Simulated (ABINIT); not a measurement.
Crystal: LiCl.

```
Cl Li
1.0
     0.00000    2.56477    2.56477
     2.56477    0.00000    2.56477
     2.56477    2.56477    0.00000
Cl Li
1 1
Direct
  0.50000 0.50000 0.50000
  0.00000 0.00000 0.00000
```

Base run:

```yaml
Program: ABINIT 10.8.3 (patched build)
Functional: PBEsol
Potentials_or_basis: PseudoDojo NC SR PBEsol v0.4.1 standard
Cutoff: 1007 eV
k_mesh: 9 × 9 × 9
Occupations: fermi-dirac, width 0.05 eV
Spin: no spin polarisation
```

Its results: band gap on the k mesh 6.13 eV, direct.

Task: The run is repeated on the same cell with these changes: functional from PBEsol to TB-mBJ; potentials or basis from PseudoDojo NC SR PBEsol v0.4.1 standard to JTH PAW LDA v2.0; cutoff from 1007 eV to 816 eV. What comes out?

Result: Band gap on the k mesh 8.77 eV, direct.

Caveats: an odd mesh through Γ misses points on the zone boundary, where band edges often lie (some runs); the constant c of TB-mBJ comes from the pseudo density here, which moves gaps by up to 0.3 eV between sets of potentials (some runs).
